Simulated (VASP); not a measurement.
# C in VASP: one cell, several levels of theory

Aim: gap, levels, forces and stress of C (diamond), strained and with displaced atoms at fixed geometry. Runs: PBE, r2SCAN. The results are then set beside those of Ansatz 0.2.0 for the same cell.

Program: VASP 6.6.1. PAW datasets, plane waves. The values are computed, spin-unpolarised, and not measurements.

## (1) The structure to begin with

The symmetry is P-1 (No. 2, triclinic); conventional cell a = 2.483 Å, b = 2.506 Å, c = 2.534 Å, α = 90.6°, β = 119.1°, γ = 119.7°, 5.65 Å³ an atom. C has 4 C at 1.48–1.62 Å.

Structure file:

```cif
data_structure
_symmetry_space_group_name_H-M 'P 1'
_symmetry_Int_Tables_number 1
_cell_length_a 2.5408
_cell_length_b 2.5444
_cell_length_c 2.5343
_cell_angle_alpha 58.533
_cell_angle_beta 59.185
_cell_angle_gamma 59.044
_cell_volume 11.30
loop_
_atom_site_label
_atom_site_type_symbol
_atom_site_fract_x
_atom_site_fract_y
_atom_site_fract_z
_atom_site_occupancy
C1 C 0.95280 0.05310 0.99510 1
C2 C 0.23360 0.26120 0.22770 1
```

## (2) Single point with PBE

Input file INCAR:

```
ENCUT = 520.000000
SIGMA = 0.020000
EDIFF = 1.00e-07
GGA = PE
PREC = Accurate
IBRION = -1
ISIF = 2
ISMEAR = -1
NBANDS = 11
NELM = 120
NSW = 0
LASPH = .TRUE.
LCHARG = .FALSE.
LWAVE = .FALSE.
LREAL = .FALSE.
```

Input file KPOINTS:

```
KPOINTS created by Atomic Simulation Environment
0
Gamma
10 10 10
0 0 0
```

Input file POSCAR:

```
C
 1.0000000000000000
     0.0234000000000000    1.7927999999999999    1.8003000000000000
     1.8047000000000000    0.0305000000000000    1.7932999999999999
     1.8012999999999999    1.7823000000000000    0.0339000000000000
 C
   2
Cartesian
  1.9105987199999999  3.4833661199999999  1.8442839599999998
  0.8870098900000000  0.8325943900000000  0.8966790699999999
```

The run uses the recommended PBE PAW datasets (8 valence electrons a neutral cell).

The run is started by

```console
$ mpirun -np 1 vasp_std
```

Printed to the terminal (iteration lines stand in OSZICAR):

```text
POSCAR found type information on POSCAR C
 POSCAR found :  1 types and       2 ions
 LDA part: xc-table for (Slater+PW92), standard interpolation
 POSCAR, INCAR and KPOINTS ok, starting setup
 FFT: planning ... GRIDC
 FFT: planning ... GRID_SOFT
 FFT: planning ... GRID
 WAVECAR not read
 entering main loop
```

OSZICAR:

```text
N       E                     dE             d eps       ncg     rms          rms(c)
DAV:   1     0.226089385837E+00    0.22609E+00   -0.45897E+03 11572   0.695E+02
DAV:   2    -0.182404549633E+02   -0.18467E+02   -0.17759E+02 14403   0.123E+02
DAV:   3    -0.186010883127E+02   -0.36063E+00   -0.35965E+00 12926   0.131E+01
DAV:   4    -0.186016996725E+02   -0.61136E-03   -0.61135E-03 11903   0.662E-01
DAV:   5    -0.186017003742E+02   -0.70168E-06   -0.70148E-06 12665   0.213E-02    0.560E+00
DAV:   6    -0.181129626739E+02    0.48874E+00   -0.25691E-01 11361   0.359E+00    0.334E+00
DAV:   7    -0.179489604239E+02    0.16400E+00   -0.31343E-01 11905   0.401E+00    0.771E-01
DAV:   8    -0.179507683426E+02   -0.18079E-02   -0.87707E-03 11783   0.706E-01    0.434E-02
DAV:   9    -0.179508061527E+02   -0.37810E-04   -0.56989E-05 13223   0.613E-02    0.247E-02
DAV:  10    -0.179508273747E+02   -0.21222E-04   -0.15365E-05 11918   0.346E-02    0.510E-03
DAV:  11    -0.179508274473E+02   -0.72553E-07   -0.35096E-07 13549   0.537E-03
   1 F= -.17950827E+02 E0= -.17950827E+02  d E =-.903961E-13
```

OUTCAR, selected sections:

```text
k-points           NKPTS =    504   k-points in BZ     NKDIM =    504   number of bands    NBANDS=     11

   NELECT =       8.0000    total number of electrons

   dimension x,y,z NGX =    20 NGY =   20 NGZ =   20
   dimension x,y,z NGXF=    40 NGYF=   40 NGZF=   40

  energy-cutoff  :      520.00
  volume of cell :       11.30
      direct lattice vectors                 reciprocal lattice vectors
     0.023400000  1.792800000  1.800300000    -0.282793756  0.280486146  0.279821036
     1.804700000  0.030500000  1.793300000     0.278610405 -0.286946714  0.282129971
     1.801300000  1.782300000  0.033900000     0.279691987  0.283844645 -0.286297546

 k-points in reciprocal lattice and weights: KPOINTS created by Atomic Simulation Env
   0.00000000  0.00000000  0.00000000       0.001
   0.10000000 -0.00000000  0.00000000       0.002
   0.20000000 -0.00000000  0.00000000       0.002
   0.30000000  0.00000000 -0.00000000       0.002
   0.40000000 -0.00000000  0.00000000       0.002
   0.50000000  0.00000000  0.00000000       0.001
   0.00000000  0.10000000 -0.00000000       0.002
   0.10000000  0.10000000 -0.00000000       0.002
[... 496 more k-points ...]

 E-fermi :  12.0796

 k-point     1 :       0.0000    0.0000    0.0000
  band No.  band energies     occupation
      1     -11.7521      2.00000
      2       8.2090      2.00000
      3       9.7130      2.00000
      4      11.6178      2.00000
      5      14.1942      0.00000
      6      15.3862      0.00000
      7      16.5665      0.00000
      8      23.0990      0.00000
      9      29.0941      0.00000
     10      36.1218      0.00000
     11      36.5172      0.00000

 k-point     2 :       0.1000   -0.0000    0.0000
  band No.  band energies     occupation
      1     -11.4747      2.00000
      2       7.1129      2.00000
      3       8.9756      2.00000
      4      10.8365      2.00000
      5      15.0041      0.00000
      6      16.0732      0.00000
      7      17.2473      0.00000
      8      23.4039      0.00000
      9      29.4630      0.00000
     10      33.3808      0.00000
     11      33.8430      0.00000

 k-point     3 :       0.2000   -0.0000    0.0000
  band No.  band energies     occupation
      1     -10.6469      2.00000
      2       4.3652      2.00000
      3       7.8811      2.00000
      4       9.6668      2.00000
      5      16.2049      0.00000
      6      17.4261      0.00000
      7      18.2885      0.00000
      8      24.2298      0.00000
      9      29.9641      0.00000
     10      31.5585      0.00000
     11      32.5319      0.00000

 k-point     4 :       0.3000    0.0000   -0.0000
  band No.  band energies     occupation
      1      -9.2847      2.00000
      2       1.1416      2.00000
      3       7.0031      2.00000
      4       8.7468      2.00000
      5      16.9404      0.00000
      6      18.3099      0.00000
      7      19.1832      0.00000
      8      25.2157      0.00000
      9      30.0691      0.00000
     10      31.2930      0.00000
     11      33.0682      0.00000

 k-point     5 :       0.4000   -0.0000    0.0000
  band No.  band energies     occupation
      1      -7.4382      2.00000
      2      -1.9496      2.00000
      3       6.4497      2.00000
      4       8.1824      2.00000
      5      17.1680      0.00000
      6      18.6151      0.00000
      7      19.6683      0.00000
      8      25.8833      0.00000
      9      30.2954      0.00000
     10      32.5713      0.00000
     11      34.9246      0.00000

 k-point     6 :       0.5000    0.0000    0.0000
  band No.  band energies     occupation
      1      -5.7394      2.00000
      2      -4.0801      2.00000
      3       6.2620      2.00000
      4       7.9936      2.00000
      5      17.1899      0.00000
      6      18.6899      0.00000
      7      19.7689      0.00000
      8      26.0709      0.00000
      9      30.5881      0.00000
     10      33.7199      0.00000
     11      34.6474      0.00000

 k-point     7 :       0.0000    0.1000   -0.0000
  band No.  band energies     occupation
      1     -11.4702      2.00000
      2       7.9157      2.00000
      3       8.7969      2.00000
      4       9.8711      2.00000
      5      15.3469      0.00000
      6      16.0988      0.00000
      7      17.0448      0.00000
      8      23.2696      0.00000
      9      29.6599      0.00000
     10      33.9595      0.00000
     11      34.1576      0.00000

[... the tables of k-points 8 to 504 left out ...]

  Total       -0.0290616      0.8863933      0.6308798     -0.5667126     -0.6136655     -0.6723088
  in kB       -4.1210437    125.6937353     89.4610074    -80.3618696    -87.0199547    -95.3357877
  external PRESSURE =      70.3445663 kB  Pullay stress =       0.0000000 kB

 POSITION                                       TOTAL-FORCE (eV/Angst)
 -----------------------------------------------------------------------------------
      1.91060      3.48337      1.84428        -3.740722      0.778725     -0.355132
      0.88701      0.83259      0.89668         3.740722     -0.778725      0.355132
 -----------------------------------------------------------------------------------
    total drift:                                0.000002      0.000000     -0.000002

  FREE ENERGIE OF THE ION-ELECTRON SYSTEM (eV)
  ---------------------------------------------------
  free  energy   TOTEN  =       -17.9508274473 eV

  energy  without entropy=      -17.9508274473  energy(sigma->0) =      -17.95082745
```

Hardware: 1 MPI rank of Intel Xeon Platinum 8488C, shared host.

The PBE gap is 2.01 eV and indirect (Γ to (0.40, 0.00, 0.40)) among the points of the k mesh, with 2.58 eV as the least direct one. Pressure: 7.03 GPa, and the largest force is 3.837 eV/Å, on atom 1 (C).

## (3) r2SCAN

Edit INCAR of step 2 so:

```diff
@@ -3,3 +3,4 @@
 EDIFF = 1.00e-07
-GGA = PE
+ALGO = Normal
+METAGGA = R2SCAN
 PREC = Accurate
```

KPOINTS is that of step 2.

POSCAR is that of step 2.

The run is started by

```console
$ mpirun -np 1 vasp_std
```

Standard output, without the iteration lines:

```text
POSCAR found type information on POSCAR C
 POSCAR found :  1 types and       2 ions
 -----------------------------------------------------------------------------
|                                                                             |
|                                                                             |
|     You enforced a specific xc type in the INCAR file but a different       |
|     I HOPE YOU KNOW WHAT YOU ARE DOING!                                     |
|                                                                             |
 -----------------------------------------------------------------------------

 LDA part: xc-table for (None), standard interpolation
 POSCAR, INCAR and KPOINTS ok, starting setup
 FFT: planning ... GRIDC
 FFT: planning ... GRID_SOFT
 FFT: planning ... GRID
 WAVECAR not read
 entering main loop
```

OSZICAR:

```text
N       E                     dE             d eps       ncg     rms          rms(c)
DAV:   1    -0.230331373071E+01   -0.23033E+01   -0.47104E+03 11532   0.716E+02
DAV:   2    -0.213455328003E+02   -0.19042E+02   -0.18312E+02 14397   0.126E+02
DAV:   3    -0.217131639116E+02   -0.36763E+00   -0.36663E+00 13015   0.133E+01
DAV:   4    -0.217137572398E+02   -0.59333E-03   -0.59332E-03 11870   0.656E-01
DAV:   5    -0.217137578885E+02   -0.64873E-06   -0.64866E-06 12763   0.207E-02    0.517E+00
DAV:   6    -0.195105717605E+02    0.22032E+01   -0.26281E-01 11554   0.373E+00    0.387E+00
DAV:   7    -0.194125084363E+02    0.98063E-01   -0.25208E-01 11336   0.363E+00    0.768E-01
DAV:   8    -0.194134907880E+02   -0.98235E-03   -0.43446E-03 12841   0.576E-01    0.406E-01
DAV:   9    -0.194138463760E+02   -0.35559E-03   -0.16650E-04 11661   0.146E-01    0.142E-02
DAV:  10    -0.194138483632E+02   -0.19872E-05   -0.36330E-06 13001   0.158E-02    0.815E-03
DAV:  11    -0.194138492376E+02   -0.87433E-06   -0.62586E-07 12084   0.731E-03    0.485E-04
DAV:  12    -0.194138492231E+02    0.14451E-07   -0.11156E-08  6153   0.928E-04
   1 F= -.19413849E+02 E0= -.19413849E+02  d E =-.312227E-10
```

Parts of OUTCAR:

```text
k-points           NKPTS =    504   k-points in BZ     NKDIM =    504   number of bands    NBANDS=     11

   NELECT =       8.0000    total number of electrons

   dimension x,y,z NGX =    20 NGY =   20 NGZ =   20
   dimension x,y,z NGXF=    40 NGYF=   40 NGZF=   40

  energy-cutoff  :      520.00
  volume of cell :       11.30
      direct lattice vectors                 reciprocal lattice vectors
     0.023400000  1.792800000  1.800300000    -0.282793756  0.280486146  0.279821036
     1.804700000  0.030500000  1.793300000     0.278610405 -0.286946714  0.282129971
     1.801300000  1.782300000  0.033900000     0.279691987  0.283844645 -0.286297546

 k-points in reciprocal lattice and weights: KPOINTS created by Atomic Simulation Env
   0.00000000  0.00000000  0.00000000       0.001
   0.10000000 -0.00000000  0.00000000       0.002
   0.20000000 -0.00000000  0.00000000       0.002
   0.30000000  0.00000000 -0.00000000       0.002
   0.40000000 -0.00000000  0.00000000       0.002
   0.50000000  0.00000000  0.00000000       0.001
   0.00000000  0.10000000 -0.00000000       0.002
   0.10000000  0.10000000 -0.00000000       0.002
[... 496 more k-points ...]

 E-fermi :  12.0411

 k-point     1 :       0.0000    0.0000    0.0000
  band No.  band energies     occupation
      1     -12.9888      2.00000
      2       8.1063      2.00000
      3       9.6935      2.00000
      4      11.7021      2.00000
      5      14.3722      0.00000
      6      15.6181      0.00000
      7      16.8410      0.00000
      8      23.5712      0.00000
      9      30.1890      0.00000
     10      36.9692      0.00000
     11      37.4564      0.00000

 k-point     2 :       0.1000   -0.0000    0.0000
  band No.  band energies     occupation
      1     -12.6987      2.00000
      2       6.9250      2.00000
      3       8.9092      2.00000
      4      10.8647      2.00000
      5      15.2421      0.00000
      6      16.3536      0.00000
      7      17.5670      0.00000
      8      23.9360      0.00000
      9      30.5858      0.00000
     10      34.2881      0.00000
     11      34.7527      0.00000

 k-point     3 :       0.2000   -0.0000    0.0000
  band No.  band energies     occupation
      1     -11.8334      2.00000
      2       3.9975      2.00000
      3       7.7501      2.00000
      4       9.6217      2.00000
      5      16.5207      0.00000
      6      17.7897      0.00000
      7      18.6456      0.00000
      8      24.9209      0.00000
      9      31.1072      0.00000
     10      32.4309      0.00000
     11      33.4043      0.00000

 k-point     4 :       0.3000    0.0000   -0.0000
  band No.  band energies     occupation
      1     -10.4109      2.00000
      2       0.5930      2.00000
      3       6.8200      2.00000
      4       8.6468      2.00000
      5      17.2935      0.00000
      6      18.6599      0.00000
      7      19.6114      0.00000
      8      26.0775      0.00000
      9      31.2203      0.00000
     10      32.1916      0.00000
     11      34.0063      0.00000

 k-point     5 :       0.4000   -0.0000    0.0000
  band No.  band energies     occupation
      1      -8.4914      2.00000
      2      -2.6469      2.00000
      3       6.2338      2.00000
      4       8.0492      2.00000
      5      17.5258      0.00000
      6      18.9264      0.00000
      7      20.1368      0.00000
      8      26.8501      0.00000
      9      31.4864      0.00000
     10      33.6141      0.00000
     11      36.1084      0.00000

 k-point     6 :       0.5000    0.0000    0.0000
  band No.  band energies     occupation
      1      -6.7888      2.00000
      2      -4.8068      2.00000
      3       6.0350      2.00000
      4       7.8492      2.00000
      5      17.5457      0.00000
      6      18.9873      0.00000
      7      20.2430      0.00000
      8      27.0642      0.00000
      9      31.8305      0.00000
     10      34.8994      0.00000
     11      35.9598      0.00000

 k-point     7 :       0.0000    0.1000   -0.0000
  band No.  band energies     occupation
      1     -12.6947      2.00000
      2       7.7932      2.00000
      3       8.7019      2.00000
      4       9.8450      2.00000
      5      15.5987      0.00000
      6      16.3807      0.00000
      7      17.3533      0.00000
      8      23.8000      0.00000
      9      30.7926      0.00000
     10      34.8811      0.00000
     11      35.0691      0.00000

[... the tables of k-points 8 to 504 left out ...]

  Total       -0.3137696      0.6421783      0.3693700     -0.5976371     -0.7396718     -0.6709363
  in kB      -44.4936429     91.0631789     52.3779903    -84.7470669   -104.8881043    -95.1411653
  external PRESSURE =      32.9825088 kB  Pullay stress =       0.0000000 kB

 POSITION                                       TOTAL-FORCE (eV/Angst)
 -----------------------------------------------------------------------------------
      1.91060      3.48337      1.84428        -3.887040      0.791724     -0.388636
      0.88701      0.83259      0.89668         3.887040     -0.791724      0.388636
 -----------------------------------------------------------------------------------
    total drift:                                0.000006     -0.000005     -0.000000

  FREE ENERGIE OF THE ION-ELECTRON SYSTEM (eV)
  ---------------------------------------------------
  free  energy   TOTEN  =       -19.4138492231 eV

  energy  without entropy=      -19.4138492231  energy(sigma->0) =      -19.41384922
```

Hardware: 1 MPI rank of Intel Xeon Platinum 8488C, shared host.

r2SCAN gives an indirect gap of 2.10 eV, from Γ to (0.40, 0.00, 0.40) among the points of the k mesh; the least direct gap is 2.67 eV. Pressure: 3.30 GPa, and the largest force is 3.986 eV/Å, on atom 1 (C).

## (4) What came out

```
 level  gap (eV)  pressure (GPa)  largest force (eV/Å)  Ansatz: gap (eV)  Ansatz: pressure (GPa)  Ansatz: force (eV/Å)
   PBE     2.01*            7.03                 3.837              2.01                    6.37                 3.824
r2SCAN     2.10*            3.30                 3.986              2.12                    2.21                 3.978
```

A star marks a gap among the mesh's points alone.

**Reading.** The gap runs from 2.01 eV (PBE) to 2.10 eV (r2SCAN). At this one volume the pressure spans 3.3 GPa (r2SCAN) to 7.0 GPa (PBE): PBE wants the largest cell and r2SCAN the smallest. Forces up to 3.99 eV/Å (r2SCAN) show atoms off their equilibrium places at that level; the least is 3.837 eV/Å (PBE). The two codes have different PAW datasets and cutoffs.
